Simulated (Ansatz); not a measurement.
One input, then a changed one: Zn (omega type)

First run: DFT, PBE, all-electron PAW with datasets made for the crystal, scalar-relativistic (Ansatz 0.2.0).

Command: `ansatz run input.yaml --threads 1 --pin off --max-ram 3072MiB --backend cpu --events-out ev --progress --plain --runs-dir out` It took 19 s on 1 thread of Intel(R) Xeon(R) Platinum 8488C (Sapphire Rapids) (shared host), peak memory 0.78 GiB.

```yaml
crystal:
  lattice:
    - [3.4311856868, 0.0, 0.0]
    - [-1.7155928434, 2.9714939698, 0.0]
    - [0.0, 0.0, 2.0690218449]
  atoms:
    - { symbol: Zn, position: [0.0, 0.0, 0.0] }
    - { symbol: Zn, position: [0.3333333333, 0.6666666667, 0.5] }
    - { symbol: Zn, position: [0.6666666667, 0.3333333333, 0.5] }
kpoints:
  mp_grid: { grid: [9, 9, 12] }
scf:
  occupations: { method: fermi_dirac, width: 0.1 }
hamiltonian:
  xc: pbe
  pseudopotentials: { kind: all_electron, datasets: crystal }
output:
  forces: true
  stress: true
  eigenvalues: true
```

The cell comes from a relaxation on PAW files under the same functional, begun from a prototype that needn't be the stable phase.

This run: volume at 0.45 of the series' base cell.

It converges in 11 SCF iterations at a pressure of 387.5 GPa.

The input is then changed:

```diff
   occupations: { method: fermi_dirac, width: 0.1 }
+  lower_state_search: "off"
+  n_extra_bands: 8
 hamiltonian:
```

Problem. Predict the outcome of the changed run.

Solution. It converges in 11 SCF iterations at a pressure of 387.5 GPa, free energy 0.0 meV/atom against the first run's. Results part of its log:
```
SCF 1 converged in 11 iterations: F = -146604.647249 eV  dr2 = 2.75e-8
  greatest PAW one-centre occupation: 0.936 electrons in one spin orbital (limit 2), on the Zn atom at site 1 (counted from 0), in its partial waves of l = 2
SCF converged after 11 iterations
Free energy (F): -146604.647249 eV
Harris-Foulkes:  -146604.647249 eV  (|F-HF|=3.64e-8)
Internal energy: -146604.630100 eV  (E = F + TS)
E sigma→0 (E₀):  -146604.638675 eV
Entropy (-TS):   -0.017149 eV (-5.716 meV/atom)
Past the cutoff: the bands carry plane waves up to 1.75 times it, of which those up to 1.5 times it add -0.000086 eV an atom, each by itself; the spheres take 0.000088 eV an atom off the energy for waves past 1.75 times it
By the cutoff:   a pressure is off by up to 0.009 GPa (1.2 times the spheres' own share and the shells' term, over an atom's volume, and 0.004 GPa: a bound that held against runs at twice the plane waves)
Past the cutoffs: a stress includes 0.0065 GPa for waves and charges beyond them, in addition to the slope of what the spheres take
In the spheres:  the bands' charges fall short by 9.8e-7 e at most (sound up to 1e-3), those of shells solved beside the bands by 9.0e-8 e (sound up to 5e-4)
Fermi energy:    36.337925 eV
--- Per-component energies (eV) ---
  E_band       = 865.188755
  E_kinetic    = 726.986019
  E_local      = -8169.370382  (includes V_loc(G=0)·N_el)
  E_nonlocal   = 506.482242
  E_hartree    = 4266.980713
  E_xc         = -265.093818
[... lines left out ...]
  E_smearing   = -0.017149  (= −TS)
  E_closure    = 20953.798066  (closes the sum)
  Σ components = -146604.647249   (vs F -146604.647249, Δ=0.00e0)
  The terms above E_closure are by the made datasets' own strengths, without shells solved beside the bands.
--- Forces (eV/Å), atoms counted from 1 ---
  atom   1  Zn     0.00000000    -0.00000000     0.00000000
  atom   2  Zn     0.00000000    -0.00000000     0.00000000
  atom   3  Zn     0.00000000     0.00000000     0.00000000
  max |Σ_I F_I| component: 5.55e-17 eV/Å
--- Stress (GPa, compression-positive) ---
      387.479232      -0.000000       0.000000
       -0.000000     387.479232       0.000000
        0.000000       0.000000     387.612950
  P = ⅓ Tr σ = 387.5238 GPa (3875.238 kbar)
  It holds what live shells' own plane waves past their cutoff add
--- Band table (eV; the first three rows and the last of 84) ---
  k-point 0: bands = ["15.7995", "20.4288", "22.1962", "22.1962", "22.2622", "22.2622", "22.3388", "22.6779", "23.4434", "23.4434", "24.1371", "24.1371", "24.2078", "24.2078", "25.6777", "25.6777", "35.4785", "35.4785", "35.5108", "35.5108", "39.6056", "39.7361", "50.1237"]
  k-point 1: bands = ["16.0607", "20.5865", "22.0786", "22.0786", "22.1584", "22.1584", "22.5657", "22.8364", "23.3460", "23.3460", "24.1921", "24.1921", "24.2834", "24.2834", "25.6181", "25.6181", "35.7730", "35.7730", "35.7741", "35.7741", "39.6572", "39.7949", "47.7633"]
  k-point 2: bands = ["16.8171", "21.0129", "21.7420", "21.7420", "21.8878", "21.8878", "23.2049", "23.2481", "23.2481", "23.3072", "24.1166", "24.1166", "24.5420", "24.5420", "25.4945", "25.4945", "36.5254", "36.5254", "36.6197", "36.6197", "39.6555", "39.9681", "43.9932"]
  k-point 83: bands = ["20.0363", "21.3750", "21.3750", "21.5516", "21.8193", "21.8193", "22.9665", "22.9665", "23.6795", "23.6795", "24.1434", "25.5736", "25.6690", "25.9609", "25.9609", "29.6460", "32.2146", "32.2146", "35.9841", "35.9841", "37.5723", "48.5499", "49.0244"]
```
